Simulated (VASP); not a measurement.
# Ti3Al2 (I4/mmm) in VASP: relaxation of cell and atoms with PBE

Aim: the relaxation of cell and atoms of Ti3Al2 with PBE.

Program: VASP 6.6.1. These are calculated values, not measurements. Logs are shortened: lines on timing, memory, paths and dates and some standing lists are left out, and cuts for length are marked.

**1. Starting point**

Symmetry: I4/mmm, No. 139, tetragonal system. Conventional cell: a = 2.830 Å, b = 2.830 Å, c = 20.300 Å, α = 90.00°, β = 90.00°, γ = 90.00°. Ti (site symmetry 4mm) has 8 Ti at 2.83 to 2.85 Å and 4 Al at 2.85 Å as nearest neighbours. Ti (site symmetry 4/mmm) is surrounded by 4 Ti at 2.83 Å and 8 Al at 2.85 Å. Al (site symmetry 4mm) has 4 Al at 2.83 Å and 8 Ti at 2.85 Å as nearest neighbours.

The cell was built by a generator and needn't be a form met in nature.

**2. Relaxation of cell and atoms, PBE**

INCAR

```
SYSTEM = Ti3Al2
PREC = Normal
ENCUT = 520
EDIFF = 1E-4
ISMEAR = 0
SIGMA = 0.15
LREAL = .FALSE.
LASPH = .TRUE.
NELM = 60
ALGO = Fast
ISIF = 3
LWAVE = .FALSE.
LCHARG = .FALSE.
GGA = PE
IBRION = 2
NSW = 24
EDIFFG = -0.08
```

KPOINTS

```
regular mesh
0
G
  8 8 8
  0 0 0
```

POSCAR

```
Ti3Al2
1.0
   -1.4150000000      1.4150000000     10.1500000000
    1.4150000000     -1.4150000000     10.1500000000
    1.4150000000      1.4150000000    -10.1500000000
Ti Al
3 2
Direct
    0.8000000000      0.8000000000      0.0000000000
    0.0000000000      0.0000000000      0.0000000000
    0.2000000000      0.2000000000      0.0000000000
    0.4000000000      0.4000000000      0.0000000000
    0.6000000000      0.6000000000      0.0000000000
```

Potentials or basis: VASP PAW PBE potentials, release 64 (Ti_sv, Al).

Run with:

```console
> cat potpaw_PBE.64/Ti_sv/POTCAR potpaw_PBE.64/Al/POTCAR > POTCAR
> mpirun -np 1 vasp_std > vasp.out
```

OUTCAR:

```text
SYSTEM = Ti3Al2
   PREC = Normal
   ENCUT = 520
   EDIFF = 1E-4
   ISMEAR = 0
   LREAL = .FALSE.
   LASPH = .TRUE.
   NELM = 60
   ISIF = 3
   GGA = PE
   IBRION = 2
   NSW = 24
   EDIFFG = -0.08

 ion  position               nearest neighbor table
   1  0.800  0.800  0.000-   3 2.85   3 2.85   3 2.85   3 2.85   4 2.85   4 2.85   4 2.85   4 2.85

   2  0.000  0.000  0.000-   5 2.85   5 2.85   5 2.85   4 2.85   5 2.85   4 2.85   4 2.85   4 2.85

   3  0.200  0.200  0.000-   1 2.85   1 2.85   1 2.85   1 2.85   5 2.85   5 2.85   5 2.85   5 2.85

   4  0.400  0.400  0.000-   2 2.85   2 2.85   2 2.85   1 2.85   2 2.85   1 2.85   1 2.85   1 2.85

   5  0.600  0.600  0.000-   3 2.85   3 2.85   3 2.85   2 2.85   3 2.85   2 2.85   2 2.85   2 2.85

  LATTYP: Found a body centered tetragonal cell.
 ALAT       =     2.8300000000
 C/A-ratio  =     7.1731448763

  Lattice vectors:

 A1 = (  -1.4150000000,   1.4150000000,  10.1500000000)
 A2 = (   1.4150000000,  -1.4150000000,  10.1500000000)
 A3 = (   1.4150000000,   1.4150000000, -10.1500000000)

Analysis of symmetry for initial positions (statically):
=====================================================================
 Subroutine PRICEL returns:
 Original cell was already a primitive cell.

 Routine SETGRP: Setting up the symmetry group for a
 body centered tetragonal supercell.

 Subroutine GETGRP returns: Found 16 space group operations
 (whereof 16 operations were pure point group operations)
 out of a pool of 16 trial point group operations.

The static configuration has the point symmetry D_4h.

Analysis of symmetry for dynamics (positions and initial velocities):
=====================================================================
 Subroutine PRICEL returns:
 Original cell was already a primitive cell.

 Routine SETGRP: Setting up the symmetry group for a
 body centered tetragonal supercell.

 Subroutine GETGRP returns: Found 16 space group operations
 (whereof 16 operations were pure point group operations)
 out of a pool of 16 trial point group operations.

The dynamic configuration has the point symmetry D_4h.

 Subroutine INISYM returns: Found 16 space group operations
 (whereof 16 operations are pure point group operations),
 and found     1 'primitive' translations

----------------------------------------------------------------------------------------

                                     Primitive cell

  volume of cell :      81.2903

  direct lattice vectors                    reciprocal lattice vectors
    -1.415000000  1.415000000 10.150000000     0.000000000  0.353356890  0.049261084
     1.415000000 -1.415000000 10.150000000     0.353356890  0.000000000  0.049261084
     1.415000000  1.415000000-10.150000000     0.353356890  0.353356890  0.000000000

  length of vectors
    10.345383028 10.345383028 10.345383028     0.356774083  0.356774083  0.499722107

  position of ions in fractional coordinates (direct lattice)
     0.800000000  0.800000000  0.000000000
     0.000000000  0.000000000  0.000000000
     0.200000000  0.200000000  0.000000000
     0.400000000  0.400000000  0.000000000
     0.600000000  0.600000000  0.000000000

  ion indices of the primitive-cell ions
   primitive index   ion index
                 1           1
                 2           2
                 3           3
                 4           4
                 5           5

----------------------------------------------------------------------------------------

 KPOINTS: regular mesh

Automatic generation of k-mesh.
 Grid dimensions read from file:
 generate k-points for:    8    8    8

 Generating k-lattice:

  Cartesian coordinates                     Fractional coordinates (reciprocal lattice)
     0.000000000  0.044169611  0.006157635     0.125000000  0.000000000  0.000000000
     0.044169611  0.000000000  0.006157635     0.000000000  0.125000000  0.000000000
     0.044169611  0.044169611  0.000000000     0.000000000  0.000000000  0.125000000

  Length of vectors
     0.044596760  0.044596760  0.062465263

  Shift w.r.t. Gamma in fractional coordinates (k-lattice)
     0.000000000  0.000000000  0.000000000

 Subroutine IBZKPT returns following result:
 ===========================================

 Found     59 irreducible k-points:

 Following reciprocal coordinates:
            Coordinates               Weight
  0.000000  0.000000  0.000000      1.000000
  0.125000 -0.000000  0.000000      8.000000
  0.250000 -0.000000  0.000000      8.000000
  0.375000 -0.000000  0.000000      8.000000
  0.500000 -0.000000  0.000000      4.000000
  0.125000  0.125000  0.000000      8.000000
[... 16 lines left out ...]
  0.250000  0.125000  0.125000     16.000000
  0.375000  0.125000  0.125000      8.000000
 [... further k-points ...]
   k-points           NKPTS =     59   k-points in BZ     NKDIM =     59   number of bands    NBANDS=     25
   number of dos      NEDOS =    301   number of ions     NIONS =      5
   total plane-waves  NPLWV = 216000
   dimension x,y,z NGX =    60 NGY =   60 NGZ =   60
   dimension x,y,z NGXF=   120 NGYF=  120 NGZF=  120
   ions per type =               3   2
   NGX,Y,Z   is equivalent  to a cutoff of   9.64,  9.64,  9.64 a.u.
   NGXF,Y,Z  is equivalent  to a cutoff of  19.28, 19.28, 19.28 a.u.
 SYSTEM =  Ti3Al2
   PREC   = normal    normal or accurate (medium, high low for compatibility)
   ISTART =      0    job   : 0-new  1-cont  2-samecut
   ICHARG =      2    charge: 1-file 2-atom 10-const
   ISPIN  =      1    spin polarized calculation?
   LNONCOLLINEAR =      F non collinear calculations
   LSORBIT =      F    spin-orbit coupling
   LASPH  =      T    aspherical Exc in radial PAW
   ENCUT  =  520.0 eV  38.22 Ry    6.18 a.u.  19.24 19.24 19.24*2*pi/ulx,y,z
   NELM   =     60;   NELMIN=  2; NELMDL= -5     # of ELM steps
   EDIFF  = 0.1E-03   stopping-criterion for ELM
   LREAL  =      F    real-space projection
   EDIFFG = -.8E-01   stopping-criterion for IOM
   NSW    =     24    number of steps for IOM
   IBRION =      2    ionic relax: 0-MD 1-quasi-New 2-CG
   NFREE  =      1    steps in history (QN), initial steepest desc. (CG)
   ISIF   =      3    stress and relaxation
   ISYM   =      2    0-nonsym 1-usesym 2-fastsym
   POTIM  = 0.5000    time-step for ionic-motion
   TEBEG  =    0.0;   TEEND  =   0.0 temperature during run
   PSTRESS=    0.0 pullay stress
   NELECT =      42.0000    total number of electrons
   NUPDOWN=      -1.0000    fix difference up-down
   EMIN   =  10.00;   EMAX   =-10.00  energy-range for DOS
   EFERMI =   0.00;   METHOD = LEGACY
   ISMEAR =     0;   SIGMA  =   0.15  broadening in eV -4-tet -1-fermi 0-gaus
   EFERMI_NEDOS =   21; number of points for ismear=-14 and -15
   IALGO  =     68    algorithm
   IMIX   =      4    mixing-type and parameters
     AMIX     =   0.40;   BMIX     =  1.00
     AMIX_MAG =   1.60;   BMIX_MAG =  1.00
  volume/ion in A,a.u.               =      16.26       109.71
  Fermi-wavevector in a.u.,A,eV,Ry     =   1.313646  2.482431 23.479103  1.725665
  Thomas-Fermi vector in A             =   2.443954
   LORBIT       =      0    0 simple, 1 ext, 2 COOP (PROOUT), +10 PAW based schemes
   GGA     = PE    functional components
   LHFCALC =     F    Hartree Fock is set to
   AEXX    =    0.0000 exact exchange contribution
   IVDW    =     0    specifies the selected vdW correction
   LEPSILON=     F    determine dielectric tensor
   LRPA    =     F    only Hartree local field effects (RPA)
 conjugate gradient relaxation of ions
 non-spin polarized calculation
 RMM-DIIS sequential band-by-band and
 Gauss-broadening in eV      SIGMA  =   0.15
  energy-cutoff  :      520.00
  volume of cell :       81.29
 maximum number of plane-waves:      2225
   NGX = 39   NGY = 39   NGZ = 39

--------------------------------------- Ionic step        1  -------------------------------------------

 number of electron      42.0000027 magnetization

 Free energy of the ion-electron system (eV)
  ---------------------------------------------------
  ext. energy  EPLUGINS =         0.00000000
  ---------------------------------------------------
  free energy    TOTEN  =       -32.61102046 eV

  energy without entropy =      -32.54915545  energy(sigma->0) =      -32.58008795

------------------------ aborting loop because EDIFF is reached ----------------------------------------

  FORCE on cell =-STRESS in cart. coord.  units (eV):
  Direction    XX          YY          ZZ          XY          YZ          ZX
  --------------------------------------------------------------------------------------
  -------------------------------------------------------------------------------------
  Total        0.8410917      0.8410917      1.3129124      0.0000000      0.0000000      0.0000000
  in kB       16.5773460     16.5773460     25.8766129      0.0000000      0.0000000      0.0000000
  external PRESSURE =      19.6771017 kB  Pullay stress =       0.0000000 kB
[... 297 lines left out ...]
  energy  without entropy=      -32.5695075030  energy(sigma->0) =      -32.60041631

--------------------------------------- Ionic step        9  -------------------------------------------

 number of electron      42.0000015 magnetization

 Free energy of the ion-electron system (eV)
  ---------------------------------------------------
  ext. energy  EPLUGINS =         0.00000000
  ---------------------------------------------------
  free energy    TOTEN  =       -32.63352873 eV

  energy without entropy =      -32.57214273  energy(sigma->0) =      -32.60283573

 E-fermi :   8.2857     XC(G=0): -11.1266

 val. band max:        8.2856299881   @ k =   0.2500   0.2500   0.2500
 cond. band min:       8.2895521878   @ k =   0.3750   0.3750   0.1250
 fundamental gap:      0.0039221998
 Fermi energy:         8.2857368671

 k-point     1 :       0.0000    0.0000    0.0000
  band No.  band energies     occupation
      1     -48.4425      2.00000
      2     -48.3592      2.00000
      3     -48.3578      2.00000
      4     -24.8482      2.00000
      5     -24.7628      2.00000
      6     -24.5087      2.00000
[... 661 lines left out ...]
     24       9.0829      0.00000
     25       9.2132      0.00000

 [... further k-points ...]

------------------------ aborting loop because EDIFF is reached ----------------------------------------

  FORCE on cell =-STRESS in cart. coord.  units (eV):
  Direction    XX          YY          ZZ          XY          YZ          ZX
  --------------------------------------------------------------------------------------
  -------------------------------------------------------------------------------------
  Total        0.1772237      0.1772237      0.2988350      0.0000000     -0.0000000     -0.0000000
  in kB        3.4449201      3.4449201      5.8088338      0.0000000     -0.0000000     -0.0000000
  external PRESSURE =       4.2328913 kB  Pullay stress =       0.0000000 kB
[... 20 lines left out ...]
  FREE ENERGIE OF THE ION-ELECTRON SYSTEM (eV)
  ---------------------------------------------------
  free  energy   TOTEN  =       -32.6335287275 eV

  energy  without entropy=      -32.5721427265  energy(sigma->0) =      -32.60283573

 reached required accuracy - stopping structural energy minimisation
```

It took 21 min on 1 thread of Intel Xeon 6975P-C (Granite Rapids), shared host; peak memory 0.57 GiB.

What came out:

- Free energy: -32.6335 eV
- Relaxed volume: 16.48 Å³/atom
- Relaxed cell: a = 10.459 Å, b = 10.459 Å, c = 10.459 Å, α = 164.43°, β = 164.43°, γ = 22.09°
- Space group after relaxing (to 0.05 Å): I4/mmm (No. 139)
- Energy gained by relaxing: 4.5 meV/atom
- Ionic steps: 9
- Pressure after relaxing: 0.4 GPa
- Largest force after relaxing: 0.068 eV/Å
- Band gap on the k mesh: none (metal or under the smearing width)

Forces on the atoms (eV/Å):
```
Ti   0.000  0.000  0.011
Ti   0.000  0.000  0.000
Ti   0.000  0.000 -0.011
Al   0.000  0.000  0.068
Al   0.000  0.000 -0.068
```

Stress tensor (GPa, compression positive):
```
0.34 0.00 0.00
0.00 0.34 0.00
0.00 0.00 0.58
```

The path:
```
step  energy change (eV)  largest force (eV/Å)  pressure (GPa)  volume (Å³)
   1              0.0000                0.2493            1.97        81.29
   2             -0.0124                0.1654           -0.30        83.66
   3             -0.0120                0.1797           -1.07        83.74
   4             -0.0201                0.1138            0.01        82.38
   5             -0.0196                0.1006            0.63        82.04
   6             -0.0201                0.1058            0.60        82.22
   7             -0.0202                0.1114            0.61        82.29
   8             -0.0203                0.0918            0.41        82.34
   9             -0.0225                0.0685            0.42        82.42
```

Final structure:
```
Ti Al
1.0
    -1.41680    1.41680   10.26544
     1.41680   -1.41680   10.26544
     1.41680    1.41680  -10.26544
Ti Al
3 2
Cartesian
  0.0000 0.0000 16.4409
  0.0000 0.0000 0.0000
  0.0000 0.0000 4.0900
  0.0000 0.0000 8.2412
  1.4168 1.4168 2.0243
```

Caveat: the k mesh is coarse (spacing up to 0.39 Å⁻¹), so the values aren't converged; the relaxation stopped at a loose force limit of 0.08 eV/Å, so its end isn't a converged minimum.
